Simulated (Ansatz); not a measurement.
SiO2:

```
Si O
1.0
     0.00000    4.71626    7.36278
     2.35958    0.00000    7.36278
     2.35958    4.71626    0.00000
Si O
4 8
Direct
  0.93677 0.93677 0.56323
  0.68677 0.68677 0.31323
  0.31323 0.31323 0.68677
  0.56323 0.56323 0.93677
  0.06344 0.43656 0.06344
  0.43656 0.06344 0.43656
  0.81344 0.18656 0.81344
  0.18656 0.81344 0.18656
  0.12500 0.62500 0.62500
  0.62500 0.62500 0.62500
  0.62500 0.62500 0.12500
  0.62500 0.12500 0.62500
```

The cell comes from a database or a generator and needn't be the stable form of this composition.

- Program: Ansatz 0.2.0
- Task: single point
- Functional: PBE
- Potentials or basis: Ansatz PAW
- Cutoff: 420 eV (not typed: the program's choice for these potentials)
- k mesh: 7 × 7 × 7
- Occupations: fermi-dirac, width 0.05 eV
- Spin: no spin polarisation

On this cell: pressure 5.0 GPa; largest force 0.366 eV/Å; band gap on the k mesh 5.78 eV, direct.

The same run follows on a disturbed copy (atoms moved at random, drawn with an rms of 0.05 Å):

```
Si O
1.0
     0.00000    4.71626    7.36278
     2.35958    0.00000    7.36278
     2.35958    4.71626    0.00000
Si O
4 8
Direct
  0.92548 0.94898 0.56909
  0.68862 0.68247 0.30516
  0.32207 0.31150 0.68050
  0.55574 0.57037 0.94119
  0.05928 0.44510 0.06938
  0.44263 0.05456 0.42860
  0.80499 0.18584 0.82166
  0.17316 0.81684 0.19275
  0.11424 0.63601 0.63623
  0.62574 0.61971 0.63216
  0.63257 0.61859 0.12270
  0.63303 0.11809 0.62429
```

Task: What changes?

Result: The energy moves by +45.6 meV/atom; pressure 5.5 GPa; largest force 3.221 eV/Å; band gap on the k mesh 5.58 eV, direct.

Forces in eV/Å, atoms in the order of the input:
```
Si  -1.725  2.179 -0.222
Si   1.086  2.885  0.934
Si   0.456 -0.861 -1.886
Si   0.308  1.058 -2.063
O   -1.239  0.157  0.372
O    1.853  0.059  1.275
O    2.222  0.609  1.964
O   -1.599 -0.029  1.841
O   -0.566  0.430 -0.141
O   -1.059 -2.193  1.549
O   -0.844 -1.922 -1.848
O    1.107 -2.373 -1.774
```

Stress tensor (GPa, compression positive):
```
 3.80  0.39 -0.05
 0.39  7.40  3.13
-0.05  3.13  5.36
```

Caveats: odd divisions of the mesh miss points on the zone boundary, where band edges often lie, so the gap on the mesh can be too wide.

A k mesh can miss the band edges.
